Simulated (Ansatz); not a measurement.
CsI:
```cif
data_CsI
_chemical_formula_sum 'Cs1 I1'
_space_group_name_H-M_alt 'Pm-3m'
_space_group_IT_number 221
_space_group_name_Hall '-P 4 2 3'
_cell_length_a 4.50705
_cell_length_b 4.50705
_cell_length_c 4.50705
_cell_angle_alpha 90.000
_cell_angle_beta 90.000
_cell_angle_gamma 90.000
loop_
_atom_site_label
_atom_site_type_symbol
_atom_site_symmetry_multiplicity
_atom_site_Wyckoff_symbol
_atom_site_fract_x
_atom_site_fract_y
_atom_site_fract_z
_atom_site_occupancy
Cs1 Cs 1 a 0.00000 0.00000 0.00000 1
I1 I 1 b 0.50000 0.50000 0.50000 1
```

Relaxed with PBEsol.

### Question
Give the optical modes at the zone centre with their infrared activity from DFPT, plane-wave PAW PBEsol (Ansatz code).

### Answer
Transverse frequencies, without the LO–TO term; a row sums one degenerate level.

```
ω (cm⁻¹)  degeneracy  IR ((D/Å)²/amu)  activity  symmetry
--------  ----------  ---------------  --------  --------
58                 3             1.86        IR       T1u
```

### Question
How high does the top mode go among those that the LO–TO term moves?

### Answer
87 cm⁻¹ for q along x.

The cell was relaxed with PBEsol under the symmetry of its start; phonons on a q-mesh show no instability. Scalar-relativistic: spin–orbit coupling is off unless named, which matters more the heavier the elements.

Potentials: the later of the program's two PAW sets.
